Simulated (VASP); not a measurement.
# CdS (strained rocksalt): one PBE single-point calculation in two programs

```
Cd S
1.0
     0.00000    2.72678    2.72678
     2.71314    0.00000    2.72678
     2.71314    2.72678    0.00000
Cd S
1 1
Direct
  0.00000 0.00000 0.00000
  0.50000 0.50000 0.50000
```

The two codes use different PAW datasets and cutoffs. VASP's cell holds 18 valence electrons and Ansatz's 26. Ansatz's stress includes a Pulay correction; VASP's doesn't.

Cutoffs: 520 eV in VASP, 420 eV in Ansatz. k meshes: 8×8×8 and 8×8×8.

```tsv
	VASP	Ansatz
gap between bands v and c	0.22 eV	0.23 eV
least direct gap	1.74 eV	1.77 eV
pressure	2.6 GPa	2.1 GPa
```

Band v is the last that the valence electrons fill when counted band by band, and c is the next. Levels in eV from the top of v, Ansatz:

```csv
point,v−1,v,c,c+1
Γ,-0.79,-0.79,0.98,9.16
X,-2.23,-2.19,0.26,6.00
K,-3.59,-1.44,2.13,6.58
L,-0.03,0.00,3.47,5.83
W,-3.27,-2.94,3.50,6.77
```

VASP:

| point | v−1 | v | c | c+1 |
| --- | --- | --- | --- | --- |
| Γ | -0.77 | -0.77 | 0.97 | 9.22 |
| X | -2.22 | -2.18 | 0.25 | 6.02 |
| K | -3.59 | -1.44 | 2.13 | 6.62 |
| L | -0.03 | 0.00 | 3.49 | 5.87 |
| W | -3.27 | -2.94 | 3.50 | 6.78 |
